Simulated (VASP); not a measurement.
Runs of VASP 6.6.1 on P. The cell holds a slab with vacuum, 4 atoms: a = 3.254 Å, b = 3.254 Å, c = 19.990 Å, α = 90.00°, β = 90.00°, γ = 120.00°. The cell was built by a generator and needn't be a form met in nature.

```tsv
cell	gap on the mesh (eV)	largest force (eV/Å)
upper layer slid by (1/6, 2/6) of the cell	1.14	0.20
upper layer slid by (4/6, 2/6) of the cell	1.23	0.13
upper layer slid by (1/6, 4/6) of the cell	(b)	0.10
upper layer slid by (0/6, 0/6) of the cell	(a)	(c)
```

Alike in all rows: task single point; level PBE+D3(BJ); potentials or basis VASP PAW PBE potentials, release 64 (P); no spin polarisation; k mesh 9 × 9 × 1; cutoff (eV) 520; smearing gaussian 0.05 eV.

Fill in the values left out.

(a) 1.03; (b) 1.18; (c) 0.34.

A k mesh can miss the band edges.
